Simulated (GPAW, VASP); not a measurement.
Given: the input of a run of VASP 6.6.1 on SnTe. 

The input INCAR:

```
SYSTEM = SnTe
  PREC = Accurate
  ENCUT = 520
  EDIFF = 1E-6
  ISMEAR = 0
  SIGMA = 0.020999999999999998
  LREAL = .FALSE.
  LASPH = .TRUE.
  NELM = 80
  ALGO = Normal
  ISIF = 2
  LWAVE = .FALSE.
  LCHARG = .TRUE.
  GGA = PE
  LELF = .TRUE.
  LVHAR = .TRUE.
```

File KPOINTS:

```
regular mesh
0
G
  7 7 7
  0 0 0
```

Contents of POSCAR:

```
SnTe
1.0
    0.0000000000      3.1508500000      3.1508500000
    3.1508500000      0.0000000000      3.1508500000
    3.1508500000      3.1508500000      0.0000000000
Te Sn
1 1
Direct
    0.5000000000      0.5000000000      0.5000000000
    0.0000000000      0.0000000000      0.0000000000
```

Potentials or basis: VASP PAW PBE potentials, release 64 (Te, Sn_d).

The run is started by

```sh
$ cat potpaw_PBE.64/Te/POTCAR potpaw_PBE.64/Sn_d/POTCAR > POTCAR
$ mpirun -np 1 vasp_std > vasp.out
```

Task: What does the same run look like in GPAW 26.7.0 (ASE script)? Potentials or basis there: GPAW PAW data sets (gpaw-data 1.2.1), cutoff 600 eV.

Result: As run (cutoffs and basis follow the program's own potentials, and thresholds, step limits or extra output files can differ):

Contents of run.py:

```python
from ase.dft.bandgap import bandgap
from ase.io import read, write
from ase.units import GPa
from gpaw import GPAW, PW

atoms = read('POSCAR')

calc = GPAW(mode=PW(600),
            xc='PBE',
            kpts={'size': (7, 7, 7), 'gamma': True},
            occupations={'name': 'methfessel-paxton', 'order': 0, 'width': 0.020999999999999998},
            nbands=19,
            convergence={'density': 1e-05, 'energy': 1e-05},
            maxiter=150,
            txt='gpaw.txt')
atoms.calc = calc
energy = atoms.get_potential_energy()
forces = atoms.get_forces()
stress = atoms.get_stress()
calc.write('gs.gpw')
write('result.traj', atoms)
print(f'Energy: {energy:.6f} eV')
print('Forces (eV/A):')
print(forces.round(4))
print('Stress (GPa):', (stress / GPa).round(3))
print('Fermi level:', round(calc.get_fermi_level(), 4), 'eV')
print(f'Gap: {bandgap(calc)[0]:.4f} eV, direct: {bandgap(calc, direct=True)[0]:.4f} eV')
```

File POSCAR:

```
SnTe
1.0
    0.0000000000      3.1508500000      3.1508500000
    3.1508500000      0.0000000000      3.1508500000
    3.1508500000      3.1508500000      0.0000000000
Te Sn
1 1
Direct
    0.5000000000      0.5000000000      0.5000000000
    0.0000000000      0.0000000000      0.0000000000
```

Potentials or basis: GPAW PAW data sets (gpaw-data 1.2.1), pw.

Run with:

```sh
$ OMP_NUM_THREADS=1 python run.py
```

Both were run:

|  | VASP | GPAW |
| --- | --- | --- |
| Pressure | 2.2 GPa | 1.9 GPa |

Pressure is positive in compression.
